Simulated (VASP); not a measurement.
Crystal: La2O3.

```
La O
1.0
     3.93800    0.00000    0.00000
    -1.96900    3.41041    0.00000
     0.00000    0.00000    6.13600
La O
2 3
Direct
  0.33333 0.66667 0.24540
  0.66667 0.33333 0.75460
  0.33333 0.66667 0.64710
  0.66667 0.33333 0.35290
  0.00000 0.00000 0.00000
```

The cell was built by a generator and needn't be a form met in nature.

Program: VASP 6.6.1. Alike in all runs: task single point; no spin polarisation; cell as given; k mesh 8 × 8 × 5; cutoff (eV) 520; smearing gaussian 0.05 eV.

Task: Order these runs on this cell by their pressure, lowest first.
A. level PBEsol; potentials or basis VASP PAW PBE potentials, release 64 (La, O)
B. level SCAN; potentials or basis VASP PAW PBE potentials, release 64 (La, O)
C. level LDA; potentials or basis VASP PAW LDA potentials, release 64 (La, O)
D. level PBE; potentials or basis VASP PAW PBE potentials, release 64 (La, O)

Result: C (-7.3 GPa), A (-4.2 GPa), B (-1.7 GPa), D (0.5 GPa).

Caveats: the PAW data sets were made with another functional, which shifts forces and pressure a little (some runs).
